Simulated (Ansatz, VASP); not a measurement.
**S: VASP beside Ansatz**

```
S
1.0
    -1.51639    1.51639    1.51639
     1.51639   -1.51639    1.51639
     1.51639    1.51639   -1.51639
S
1
Direct
  0.00000 0.00000 0.00000
```

Alike in both runs: functional PBE; k mesh 17 × 17 × 17; occupations fermi-dirac, width 0.1 eV; no spin polarisation.

Ansatz relaxed the structure, and its values are those at the end. VASP's run is a single point on that final structure, the one shown.

|  | VASP | Ansatz |
| --- | --- | --- |
| version | VASP 6.6.1 | Ansatz 0.2.0 |
| potentials or method | VASP PAW PBE potentials, release 64 (S) | PAW with Ansatz's default frozen-core files, scalar-relativistic |
| plane-wave cutoff (eV) | 520 | 420 |
| valence electrons in the cell | 6 | 6 |

```tsv
	VASP	Ansatz	Ansatz less VASP
pressure (GPa)	12.8	13.0	+0.24
```

With one functional, cell and mesh, what is left measures potentials, basis and numerics.
